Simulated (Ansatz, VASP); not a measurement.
## Two plane-wave programs on SnO2

File POSCAR:

```
SnO2
1.0
    0.0000000000      2.5585524331      2.5585524331
    2.5585524331      0.0000000000      2.5585524331
    2.5585524331      2.5585524331      0.0000000000
Sn O
1 2
Direct
    0.0000000000      0.0000000000      0.0000000000
    0.2500000000      0.2500000000      0.2500000000
    0.7500000000      0.7500000000      0.7500000000
```

INCAR.step1

```
  PREC = Accurate
  ENCUT = 520
  ISMEAR = 0
  SIGMA = 0.01
  LREAL = F
  LASPH = T
  NELM = 100
  NBANDS = 20
  GGA = PE
  ALGO = Normal
  EDIFF = 1E-4
  LWAVE = T
  LCHARG = F
```

File INCAR.step2:

```
  PREC = Accurate
  ENCUT = 520
  EDIFF = 1E-7
  ISMEAR = 0
  SIGMA = 0.01
  LREAL = F
  LASPH = T
  NELM = 100
  ALGO = Normal
  ISIF = 2
  LWAVE = F
  LCHARG = T
  METAGGA = R2SCAN
  LMIXTAU = T
  LELF = T
  LVHAR = T
  NBANDS = 20
  ISTART = 1
```

File KPOINTS:

```
Automatic mesh
0
Gamma
  8 8 8
```

Input for Ansatz:

```yaml
crystal:
  lattice:
    - [0.0, 2.5585524331, 2.5585524331]
    - [2.5585524331, 0.0, 2.5585524331]
    - [2.5585524331, 2.5585524331, 0.0]
  atoms:
    - { symbol: Sn, position: [0.0, 0.0, 0.0] }
    - { symbol: O, position: [0.25, 0.25, 0.25] }
    - { symbol: O, position: [0.75, 0.75, 0.75] }
kpoints:
  mp_grid: { grid: [8, 8, 8] }
hamiltonian:
  xc: r2scan
scf:
  occupations: { method: fixed }
  n_extra_bands: 4
output:
  forces: true
  stress: true
  eigenvalues: true
```

Alike in both runs: task single point; functional r2SCAN; k mesh 8 × 8 × 8; no spin polarisation.

|  | VASP | Ansatz |
| --- | --- | --- |
| version | VASP 6.6.1 | Ansatz 0.2.0 |
| potentials or method | VASP PAW PBE potentials, release 64 (Sn_d, O) | plane waves, PAW |
| plane-wave cutoff (eV) | 520 | 500 |
| occupations | gaussian, width 0.01 eV | fixed |
| valence electrons in the cell | 26 | 26 |

Ansatz gave:

```
gap on the k mesh at the Fermi level (eV) : 0.53
pressure (GPa)                            : -6.2
```

Task: Which values does VASP return?

Result: gap on the k mesh at the Fermi level (eV): 0.55; pressure (GPa): -5.1.

Caveats: the PAW data sets were made with another functional, which shifts forces and pressure a little (VASP); spin-orbit coupling is left out, which moves the levels of the heavy elements. A k mesh can miss the band edges. r2SCAN opens gaps a little over a GGA but as a rule still falls short of measured ones.
